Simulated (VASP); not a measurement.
# ZrC (Fm-3m) in VASP: a series of runs

Runs on ZrC. Level: PBE. Tasks: single point.

All numbers are computed with VASP 6.6.1; they aren't measurements. Logs are shortened: lines on timing, memory, paths and dates and some standing lists are left out, and cuts for length are marked.

## (1) Starting point

It takes space group Fm-3m (No. 225, cubic). The conventional cell has a = 4.730 Å, b = 4.730 Å, c = 4.730 Å, α = 90.00°, β = 90.00°, γ = 90.00°. Around Zr (site symmetry m-3m) lie 6 C at 2.37 Å. Around C (site symmetry m-3m) lie 6 Zr at 2.37 Å.

## (2) Single point, PBE

Contents of INCAR:

```
SYSTEM = ZrC
  PREC = Accurate
  ENCUT = 600
  EDIFF = 1E-7
  ISMEAR = 0
  SIGMA = 0.1
  LREAL = .False.
  LASPH = .True.
  NELM = 60
  ALGO = Normal
  ISIF = 2
  LWAVE = .False.
  LCHARG = .False.
  GGA = PE
  NBANDS = 15
```

Contents of KPOINTS:

```
regular mesh
0
Gamma
  12 12 12
  0 0 0
```

Contents of POSCAR:

```
ZrC
1.0
    0.0000000000      2.3650000000      2.3650000000
    2.3650000000      0.0000000000      2.3650000000
    2.3650000000      2.3650000000      0.0000000000
Zr C
1 1
Direct
    0.5000000000      0.5000000000      0.5000000000
    0.0000000000      0.0000000000      0.0000000000
```

Potentials or basis: VASP PAW PBE potentials, release 64 (Zr_sv, C).

Command:

```console
$ cat potpaw_PBE.64/Zr_sv/POTCAR potpaw_PBE.64/C/POTCAR > POTCAR
$ mpirun -np 1 vasp_std > vasp.out
```

OUTCAR:

```text
SYSTEM = ZrC
   PREC = Accurate
   ENCUT = 600
   EDIFF = 1E-7
   ISMEAR = 0
   LREAL = .False.
   LASPH = .True.
   NELM = 60
   ISIF = 2
   GGA = PE

 ion  position               nearest neighbor table
   1  0.500  0.500  0.500-   2 2.37   2 2.37   2 2.37   2 2.37   2 2.37   2 2.37
   2  0.000  0.000  0.000-   1 2.37   1 2.37   1 2.37   1 2.37   1 2.37   1 2.37

  LATTYP: Found a face centered cubic cell.
 ALAT       =     4.7300000000

  Lattice vectors:

 A1 = (   0.0000000000,   2.3650000000,   2.3650000000)
 A2 = (   2.3650000000,   0.0000000000,   2.3650000000)
 A3 = (   2.3650000000,   2.3650000000,   0.0000000000)

Analysis of symmetry for initial positions (statically):
=====================================================================
 Subroutine PRICEL returns:
 Original cell was already a primitive cell.

 Routine SETGRP: Setting up the symmetry group for a
 face centered cubic supercell.

 Subroutine GETGRP returns: Found 48 space group operations
 (whereof 48 operations were pure point group operations)
 out of a pool of 48 trial point group operations.

The static configuration has the point symmetry O_h .

Analysis of symmetry for dynamics (positions and initial velocities):
=====================================================================
 Subroutine PRICEL returns:
 Original cell was already a primitive cell.

 Routine SETGRP: Setting up the symmetry group for a
 face centered cubic supercell.

 Subroutine GETGRP returns: Found 48 space group operations
 (whereof 48 operations were pure point group operations)
 out of a pool of 48 trial point group operations.

The dynamic configuration has the point symmetry O_h .

 Subroutine INISYM returns: Found 48 space group operations
 (whereof 48 operations are pure point group operations),
 and found     1 'primitive' translations

----------------------------------------------------------------------------------------

                                     Primitive cell

  volume of cell :      26.4560

  direct lattice vectors                    reciprocal lattice vectors
     0.000000000  2.365000000  2.365000000    -0.211416490  0.211416490  0.211416490
     2.365000000  0.000000000  2.365000000     0.211416490 -0.211416490  0.211416490
     2.365000000  2.365000000  0.000000000     0.211416490  0.211416490 -0.211416490

  length of vectors
     3.344615075  3.344615075  3.344615075     0.366184103  0.366184103  0.366184103

  position of ions in fractional coordinates (direct lattice)
     0.500000000  0.500000000  0.500000000
     0.000000000  0.000000000  0.000000000

  ion indices of the primitive-cell ions
   primitive index   ion index
                 1           1
                 2           2

----------------------------------------------------------------------------------------

 KPOINTS: regular mesh

Automatic generation of k-mesh.
 Grid dimensions read from file:
 generate k-points for:   12   12   12

 Generating k-lattice:

  Cartesian coordinates                     Fractional coordinates (reciprocal lattice)
    -0.017618041  0.017618041  0.017618041     0.083333333  0.000000000  0.000000000
     0.017618041 -0.017618041  0.017618041     0.000000000  0.083333333  0.000000000
     0.017618041  0.017618041 -0.017618041     0.000000000  0.000000000  0.083333333

  Length of vectors
     0.030515342  0.030515342  0.030515342

  Shift w.r.t. Gamma in fractional coordinates (k-lattice)
     0.000000000  0.000000000  0.000000000

 Subroutine IBZKPT returns following result:
 ===========================================

 Found     72 irreducible k-points:

 Following reciprocal coordinates:
            Coordinates               Weight
  0.000000  0.000000  0.000000      1.000000
  0.083333  0.000000  0.000000      8.000000
  0.166667  0.000000  0.000000      8.000000
  0.250000  0.000000  0.000000      8.000000
  0.333333  0.000000  0.000000      8.000000
  0.416667  0.000000  0.000000      8.000000
[... 16 lines left out ...]
  0.500000  0.166667  0.000000     24.000000
 -0.416667  0.166667  0.000000     24.000000
 [... further k-points ...]
   k-points           NKPTS =     72   k-points in BZ     NKDIM =     72   number of bands    NBANDS=     15
   number of dos      NEDOS =    301   number of ions     NIONS =      2
   total plane-waves  NPLWV =  21952
   dimension x,y,z NGX =    28 NGY =   28 NGZ =   28
   dimension x,y,z NGXF=    56 NGYF=   56 NGZF=   56
   ions per type =               1   1
   NGX,Y,Z   is equivalent  to a cutoff of  13.92, 13.92, 13.92 a.u.
   NGXF,Y,Z  is equivalent  to a cutoff of  27.84, 27.84, 27.84 a.u.
 SYSTEM =  ZrC
   PREC   = accura    normal or accurate (medium, high low for compatibility)
   ISTART =      0    job   : 0-new  1-cont  2-samecut
   ICHARG =      2    charge: 1-file 2-atom 10-const
   ISPIN  =      1    spin polarized calculation?
   LNONCOLLINEAR =      F non collinear calculations
   LSORBIT =      F    spin-orbit coupling
   LASPH  =      T    aspherical Exc in radial PAW
   ENCUT  =  600.0 eV  44.10 Ry    6.64 a.u.   6.68  6.68  6.68*2*pi/ulx,y,z
   NELM   =     60;   NELMIN=  2; NELMDL= -5     # of ELM steps
   EDIFF  = 0.1E-06   stopping-criterion for ELM
   LREAL  =      F    real-space projection
   EDIFFG = 0.1E-05   stopping-criterion for IOM
   NSW    =      0    number of steps for IOM
   IBRION =     -1    ionic relax: 0-MD 1-quasi-New 2-CG
   NFREE  =      0    steps in history (QN), initial steepest desc. (CG)
   ISIF   =      2    stress and relaxation
   ISYM   =      2    0-nonsym 1-usesym 2-fastsym
   POTIM  = 0.5000    time-step for ionic-motion
   TEBEG  =    0.0;   TEEND  =   0.0 temperature during run
   PSTRESS=    0.0 pullay stress
   NELECT =      16.0000    total number of electrons
   NUPDOWN=      -1.0000    fix difference up-down
   EMIN   =  10.00;   EMAX   =-10.00  energy-range for DOS
   EFERMI =   0.00;   METHOD = LEGACY
   ISMEAR =     0;   SIGMA  =   0.10  broadening in eV -4-tet -1-fermi 0-gaus
   EFERMI_NEDOS =   21; number of points for ismear=-14 and -15
   IALGO  =     38    algorithm
   IMIX   =      4    mixing-type and parameters
     AMIX     =   0.40;   BMIX     =  1.00
     AMIX_MAG =   1.60;   BMIX_MAG =  1.00
  volume/ion in A,a.u.               =      13.23        89.27
  Fermi-wavevector in a.u.,A,eV,Ry     =   1.384439  2.616209 26.077880  1.916670
  Thomas-Fermi vector in A             =   2.508943
   LORBIT       =      0    0 simple, 1 ext, 2 COOP (PROOUT), +10 PAW based schemes
   GGA     = PE    functional components
   LHFCALC =     F    Hartree Fock is set to
   AEXX    =    0.0000 exact exchange contribution
   IVDW    =     0    specifies the selected vdW correction
   LEPSILON=     F    determine dielectric tensor
   LRPA    =     F    only Hartree local field effects (RPA)
 non-spin polarized calculation
 Gauss-broadening in eV      SIGMA  =   0.10
  energy-cutoff  :      600.00
  volume of cell :       26.46
 maximum number of plane-waves:       903
   NGX = 13   NGY = 13   NGZ = 13

 number of electron      16.0000000 magnetization

 Free energy of the ion-electron system (eV)
  ---------------------------------------------------
  ext. energy  EPLUGINS =         0.00000000
  ---------------------------------------------------
  free energy    TOTEN  =       -19.46014463 eV

  energy without entropy =      -19.45821025  energy(sigma->0) =      -19.45917744

 E-fermi :   9.4533     XC(G=0): -12.0406

 val. band max:        9.4389636036   @ k =   0.5000   0.5000   0.0000
 cond. band min:       9.4991674785   @ k =   0.4167   0.3333   0.0000
 fundamental gap:      0.0602038749
 Fermi energy:         9.4532999522

 k-point     1 :       0.0000    0.0000    0.0000
  band No.  band energies     occupation
      1     -38.7837      2.00000
      2     -16.5060      2.00000
      3     -16.5060      2.00000
      4     -16.5060      2.00000
      5      -1.8416      2.00000
      6      10.3289      0.00000
      7      10.3289      0.00000
      8      10.3289      0.00000
      9      10.4832      0.00000
     10      10.4832      0.00000
     11      10.4832      0.00000
     12      12.1539      0.00000
     13      12.1539      0.00000
     14      16.4923      0.00000
     15      19.8260      0.00000

 k-point     2 :       0.0833    0.0000    0.0000
  band No.  band energies     occupation
      1     -38.7775      2.00000
      2     -16.5632      2.00000
      3     -16.5111      2.00000
      4     -16.5111      2.00000
      5      -1.6891      2.00000
      6       9.2930      1.97660
      7       9.5416      0.21155
      8       9.5416      0.21155
      9      10.7738      0.00000
     10      10.7738      0.00000
     11      11.1659      0.00000
     12      12.9692      0.00000
     13      12.9692      0.00000
     14      16.8312      0.00000
     15      20.2432      0.00000

 k-point     3 :       0.1667    0.0000    0.0000
  band No.  band energies     occupation
      1     -38.7606      2.00000
      2     -16.7163      2.00000
      3     -16.5248      2.00000
      4     -16.5248      2.00000
      5      -1.2580      2.00000
      6       7.9947      2.00000
      7       8.5334      2.00000
      8       8.5334      2.00000
      9      11.2333      0.00000
     10      11.2333      0.00000
     11      11.6530      0.00000
     12      14.4428      0.00000
     13      14.4428      0.00000
     14      17.6147      0.00000
     15      21.2962      0.00000

 k-point     4 :       0.2500    0.0000    0.0000
  band No.  band energies     occupation
      1     -38.7374      2.00000
      2     -16.9184      2.00000
      3     -16.5436      2.00000
      4     -16.5436      2.00000
      5      -0.6193      2.00000
      6       6.6920      2.00000
      7       7.6783      2.00000
      8       7.6783      2.00000
      9      11.9177      0.00000
     10      11.9177      0.00000
     11      12.1389      0.00000
     12      16.0395      0.00000
     13      16.0395      0.00000
     14      18.2682      0.00000
     15      22.3512      0.00000
[... 307 lines left out ...]
 k-point    22 :       0.4167    0.1667    0.0000
  band No.  band energies     occupation
      1     -38.6951      2.00000
      2     -17.1289      2.00000
      3     -16.6595      2.00000
      4     -16.6345      2.00000
      5       0.2034      2.00000
      6       5.3994      2.00000
      7       6.9893      2.00000
      8       7.5089      2.00000
      9      11.1550      0.00000
     10      13.8988      0.00000
     11      14.3576      0.00000
     12      16.4160      0.00000
     13      17.3186      0.00000
     14      19.7217      0.00000
     15      22.8136      0.00000

 k-point    23 :       0.5000    0.1667    0.0000
  band No.  band energies     occupation
      1     -38.6831      2.00000
      2     -17.2122      2.00000
      3     -16.6979      2.00000
      4     -16.6290      2.00000
      5       0.5923      2.00000
      6       4.9686      2.00000
      7       6.7811      2.00000
      8       7.0578      2.00000
      9      12.0746      0.00000
     10      14.0192      0.00000
     11      14.5361      0.00000
     12      17.2449      0.00000
     13      17.7410      0.00000
     14      19.4070      0.00000
     15      22.5976      0.00000

 k-point    24 :      -0.4167    0.1667    0.0000
  band No.  band energies     occupation
      1     -38.6815      2.00000
      2     -17.2204      2.00000
      3     -16.7249      2.00000
      4     -16.6097      2.00000
      5       0.7270      2.00000
      6       4.7979      2.00000
      7       6.8112      2.00000
      8       6.8374      2.00000
      9      13.0181      0.00000
     10      13.5591      0.00000
     11      14.1348      0.00000
     12      17.2049      0.00000
     13      18.6335      0.00000
     14      18.8833      0.00000
     15      22.5884      0.00000

 [... further k-points ...]

------------------------ aborting loop because EDIFF is reached ----------------------------------------

  FORCE on cell =-STRESS in cart. coord.  units (eV):
  Direction    XX          YY          ZZ          XY          YZ          ZX
  --------------------------------------------------------------------------------------
  -------------------------------------------------------------------------------------
  Total       -0.4478047     -0.4478047     -0.4478047      0.0000000      0.0000000     -0.0000000
  in kB      -27.1191313    -27.1191313    -27.1191313      0.0000000      0.0000000     -0.0000000
  external PRESSURE =     -27.1191313 kB  Pullay stress =       0.0000000 kB

 VOLUME and BASIS-vectors are now :
 -----------------------------------------------------------------------------
  energy-cutoff  :      600.00
  volume of cell :       26.46
      direct lattice vectors                 reciprocal lattice vectors
     0.000000000  2.365000000  2.365000000    -0.211416490  0.211416490  0.211416490
     2.365000000  0.000000000  2.365000000     0.211416490 -0.211416490  0.211416490
     2.365000000  2.365000000  0.000000000     0.211416490  0.211416490 -0.211416490

 POSITION                                       TOTAL-FORCE (eV/Angst)
 -----------------------------------------------------------------------------------
      2.36500      2.36500      2.36500         0.000000      0.000000      0.000000
      0.00000      0.00000      0.00000        -0.000000     -0.000000     -0.000000
 -----------------------------------------------------------------------------------
    total drift:                                0.000000      0.000000      0.000000

  FREE ENERGIE OF THE ION-ELECTRON SYSTEM (eV)
  ---------------------------------------------------
  free  energy   TOTEN  =       -19.4601446305 eV

  energy  without entropy=      -19.4582102498  energy(sigma->0) =      -19.45917744
```

It took 38 s on 1 thread of AMD EPYC 7R13 (Zen 3), shared host; peak memory 0.15 GiB.

Results:

```yaml
Free_energy: -19.4601 eV
Pressure: -2.7 GPa
Band_gap_on_the_k_mesh: none (metal or under the smearing width)
```

Levels at points of the mesh, in eV from the Fermi level:
```csv
k point,band 6,band 7,band 8,band 9,band 10,band 11
"(0.00, 0.00, 0.00)",0.88,0.88,0.88,1.03,1.03,1.03
"(0.50, 0.00, 0.00)",-5.28,-2.93,-2.93,4.34,4.34,5.16
"(0.50, 0.50, 0.00)",-2.14,-1.76,-0.01,-0.01,4.29,5.47
```

(Continued in part 2 of 2.)
